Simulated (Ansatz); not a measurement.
Calculated electric field gradients for SiO2

The cell is a computed structure from the Materials Project (it need not be an observed phase), atoms as given.

```cif
data_SiO2
_symmetry_space_group_name_H-M 'Ia-3d'
_symmetry_Int_Tables_number 230
_cell_length_a 10.1309
_cell_length_b 10.1309
_cell_length_c 10.1309
_cell_angle_alpha 90.000
_cell_angle_beta 90.000
_cell_angle_gamma 90.000
loop_
_atom_site_label
_atom_site_type_symbol
_atom_site_symmetry_multiplicity
_atom_site_Wyckoff_symbol
_atom_site_fract_x
_atom_site_fract_y
_atom_site_fract_z
Si Si 24 d 0.7500 0.1250 0.0000
O O 48 g 0.3750 0.2823 0.0323
```

One atom of each set is listed; the run and its k-mesh use a cell of 36 atoms with edges of 8.77, 8.77, 8.77 Å.

Computed with Ansatz: DFT, r2SCAN, plane waves and PAW, scalar-relativistic, 500 eV cutoff, Γ-centred 4×4×4 k-points, Fermi–Dirac smearing 0.02 eV.

V_zz is the principal component of the electric field gradient with the largest magnitude, η = (V_xx − V_yy)/V_zz and C_Q = eQV_zz/h.

¹⁷O: I = 5/2, Q = -25.58 mb. Nuclear quadrupole moments: year-2017 set (Pyykkö).

Q: Which values are expected at the nuclei?

A: 

```
site  atoms                 first shell  V_xx, V_yy, V_zz (10²¹ V/m²)     η  C_Q (MHz)
  Si     12               4 O at 1.61 Å            -0.39, -0.39, 0.78  0.00          –
   O     24  2 Si at 1.61 Å, angle 149°            -4.25, -5.10, 9.35  0.09      -5.79
```

An axis of threefold or higher order runs through Si, so V_zz lies along it and η is zero. At O V_zz runs parallel to the line that joins its two neighbours (within 1°).

Si has no stable isotope with a ground-state quadrupole moment in the table, so no C_Q is given.
